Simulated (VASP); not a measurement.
## A VASP 6.6.1 single-point calculation on BaO

INCAR

```
LASPH = .TRUE.
LCHARG = .FALSE.
NBANDS = 15
GGA = AM
SIGMA = 0.5
ISMEAR = 1
NELM = 95
NSW = 0
LWAVE = .FALSE.
EDIFF = 1E-7
LREAL = .FALSE.
IBRION = -1
ISIF = 2
ALGO = Normal
ENCUT = 520
PREC = Accurate
```

KPOINTS

```
KPOINTS created by Atomic Simulation Environment
0
Gamma
8 8 8
0 0 0
```

POSCAR

```
Ba O
 1.0000000000000000
     0.0000000000000000    2.6610649742999999    2.6610649742999999
     2.6610649742999999    0.0000000000000000    2.6610649742999999
     2.6610649742999999    2.6610649742999999    0.0000000000000000
 Ba  O
   1   1
Cartesian
  0.0000000000000000  0.0000000000000000  0.0000000000000000
  2.6610649742999999  2.6610649742999999  2.6610649742999999
```

The recommended PBE PAW datasets give the neutral cell 16 valence electrons.

Command

```
mpirun -np 1 vasp_std
```

OSZICAR

```
N       E                     dE             d eps       ncg     rms          rms(c)
DAV:   1     0.754437964204E+02    0.75444E+02   -0.79821E+03   870   0.100E+03
DAV:   2    -0.105295445001E+02   -0.85973E+02   -0.76108E+02  1224   0.202E+02
DAV:   3    -0.140784156279E+02   -0.35489E+01   -0.35256E+01  1070   0.410E+01
DAV:   4    -0.141233542743E+02   -0.44939E-01   -0.44933E-01  1045   0.484E+00
DAV:   5    -0.141241993573E+02   -0.84508E-03   -0.84506E-03  1061   0.576E-01    0.984E+00
DAV:   6    -0.119324095789E+02    0.21918E+01   -0.72768E+00   905   0.222E+01    0.667E+00
DAV:   7    -0.117588118759E+02    0.17360E+00   -0.49744E-01  1011   0.571E+00    0.275E+00
DAV:   8    -0.117338929841E+02    0.24919E-01   -0.85288E-02  1094   0.288E+00    0.515E-01
DAV:   9    -0.117361887404E+02   -0.22958E-02   -0.64762E-03  1003   0.730E-01    0.155E-01
DAV:  10    -0.117373575858E+02   -0.11688E-02   -0.22088E-03   940   0.351E-01    0.408E-02
DAV:  11    -0.117373325023E+02    0.25083E-04   -0.14927E-04  1094   0.121E-01    0.196E-02
DAV:  12    -0.117373515226E+02   -0.19020E-04   -0.47239E-05   919   0.563E-02    0.689E-03
DAV:  13    -0.117373504210E+02    0.11016E-05   -0.17613E-06  1080   0.142E-02    0.199E-03
DAV:  14    -0.117373505411E+02   -0.12004E-06   -0.51711E-07   933   0.561E-03    0.499E-04
DAV:  15    -0.117373505474E+02   -0.63603E-08   -0.14349E-08   715   0.111E-03
   1 F= -.11737351E+02 E0= -.11750490E+02  d E =0.394179E-01
```

Standard output (part)

```
POSCAR found type information on POSCAR BaO
 POSCAR found :  2 types and       2 ions
 LDA part: xc-table for (Slater+PW92), standard interpolation
 POSCAR, INCAR and KPOINTS ok, starting setup
 WAVECAR not read
 entering main loop
```

From OUTCAR

```
k-points           NKPTS =     29   k-points in BZ     NKDIM =     29   number of bands    NBANDS=     15

   NELECT =      16.0000    total number of electrons

   dimension x,y,z NGX =    28 NGY =   28 NGZ =   28
   dimension x,y,z NGXF=    56 NGYF=   56 NGZF=   56

  energy-cutoff  :      520.00
  volume of cell :       37.69
      direct lattice vectors                 reciprocal lattice vectors
     0.000000000  2.661064974  2.661064974    -0.187894698  0.187894698  0.187894698
     2.661064974  0.000000000  2.661064974     0.187894698 -0.187894698  0.187894698
     2.661064974  2.661064974  0.000000000     0.187894698  0.187894698 -0.187894698

 k-points in reciprocal lattice and weights: KPOINTS created by Atomic Simulation Env
   0.00000000  0.00000000  0.00000000       0.002
   0.12500000  0.00000000  0.00000000       0.016
   0.25000000  0.00000000  0.00000000       0.016
   0.37500000  0.00000000  0.00000000       0.016
   0.50000000  0.00000000  0.00000000       0.008
   0.12500000  0.12500000  0.00000000       0.012
   0.25000000  0.12500000  0.00000000       0.047
   0.37500000  0.12500000  0.00000000       0.047
   ...

 E-fermi :   2.7215

 k-point     1 :       0.0000    0.0000    0.0000
  band No.  band energies     occupation
      1     -23.3148      2.00000
      2     -12.5380      2.00000
      3      -7.5093      2.00000
      4      -7.5093      2.00000
      5      -7.5093      2.00000
      6       2.0149      2.06255
      7       2.0149      2.06255
      8       2.0149      2.06255
      9       6.7243     -0.00000
     10       7.2361     -0.00000
     11       7.2361     -0.00000
     12       7.2361     -0.00000
     13       9.8116     -0.00000
     14       9.8116     -0.00000
     15      12.6485     -0.00000

 k-point     2 :       0.1250    0.0000    0.0000
  band No.  band energies     occupation
      1     -23.2559      2.00000
      2     -12.7050      2.00000
      3      -7.5437      2.00000
      4      -7.5318      2.00000
      5      -7.5318      2.00000
      6       1.6476      2.00963
      7       1.7595      2.02028
      8       1.7595      2.02028
      9       7.0531     -0.00000
     10       7.4748     -0.00000
     11       7.5706     -0.00000
     12       7.5706     -0.00000
     13      10.3054     -0.00000
     14      10.3054     -0.00000
     15      13.7448      0.00000

 k-point     3 :       0.2500    0.0000    0.0000
  band No.  band energies     occupation
      1     -23.1081      2.00000
      2     -13.1077      2.00000
      3      -7.6201      2.00000
      4      -7.5842      2.00000
      5      -7.5842      2.00000
      6       0.9451      2.00001
      7       1.2247      2.00019
      8       1.2247      2.00019
      9       7.0627     -0.00000
     10       8.4830     -0.00000
     11       8.4830     -0.00000
     12       9.1320     -0.00000
     13      11.5086     -0.00000
     14      11.5086     -0.00000
     15      16.1530      0.00000

 ...

  Total        2.8732050      2.8732050      2.8732050      0.0000000      0.0000000     -0.0000000
  in kB      122.1464257    122.1464257    122.1464257      0.0000000      0.0000000     -0.0000000
  external PRESSURE =     122.1464257 kB  Pullay stress =       0.0000000 kB

 POSITION                                       TOTAL-FORCE (eV/Angst)
 -----------------------------------------------------------------------------------
      0.00000      0.00000      0.00000         0.000000     -0.000000      0.000000
      2.66106      2.66106      2.66106        -0.000000      0.000000     -0.000000
 -----------------------------------------------------------------------------------
    total drift:                                0.000000      0.000000      0.000000

  FREE ENERGIE OF THE ION-ELECTRON SYSTEM (eV)
  ---------------------------------------------------
  free  energy   TOTEN  =       -11.7373505474 eV

  energy  without entropy=      -11.7767684439  energy(sigma->0) =      -11.75048985
```

It converged. Results: gap between bands v and c on the k mesh 1.44 eV; least direct gap on the k mesh 1.44 eV; pressure 12.2 GPa. Band v is the last that the valence electrons fill when counted band by band, and c is the next.

For comparison, a separate r²SCAN run of the intended cell, on usual settings and not on those above, gives a gap of 1.80 eV on its mesh and a pressure of 15.0 GPa.

The run above took about 16 s on one core of a shared host (Intel Xeon Platinum 8488C) and held 0.16 GiB at most.
